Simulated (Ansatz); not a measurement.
Runs of Ansatz 0.2.0 on HfC. The structure is cubic, space group Fm-3m (No. 225). The conventional cell has a = 4.650 Å, b = 4.650 Å, c = 4.650 Å, α = 90.00°, β = 90.00°, γ = 90.00°. Hf (site symmetry m-3m) has 6 C at 2.33 Å as nearest neighbours. C (site symmetry m-3m) has 6 Hf at 2.33 Å as nearest neighbours. 

```tsv
task	level	potentials or basis	spin	cell	k mesh	cutoff (eV)	smearing	pressure (GPa)	relaxed volume (Å³/atom)
single point	PBE	all-electron LAPW, scalar-relativistic	off	as given	10 × 10 × 10	303	gaussian 0.029 eV	(a)	-
relaxation of cell and atoms	revPBE	all-electron LAPW, scalar-relativistic	off	relaxed	10 × 10 × 10	-	fermi-dirac 0.05 eV	0.0	12.75
relaxation of cell and atoms	PBEsol+D3(BJ)	all-electron LAPW, scalar-relativistic	off	relaxed	10 × 10 × 10	-	fermi-dirac 0.05 eV	0.0	(b)
band structure	PBEsol	all-electron LAPW, relativistic spinors	SOC, no magnetisation	as given	7 × 7 × 7	303	fermi-dirac 0.05 eV	-7.1	-
relaxation of cell and atoms	LDA	all-electron LAPW, scalar-relativistic	off	relaxed	10 × 10 × 10	-	fermi-dirac 0.05 eV	0.0	11.96
```

Alike in all rows: basis error allowed 0.001 eV/atom.

**Question.** Estimate the missing entries.

**Answer.** (a) 0.3; (b) 11.99.

Caveats: the k mesh is thin for a metal, which can move the energy by tens of meV per atom (some runs).
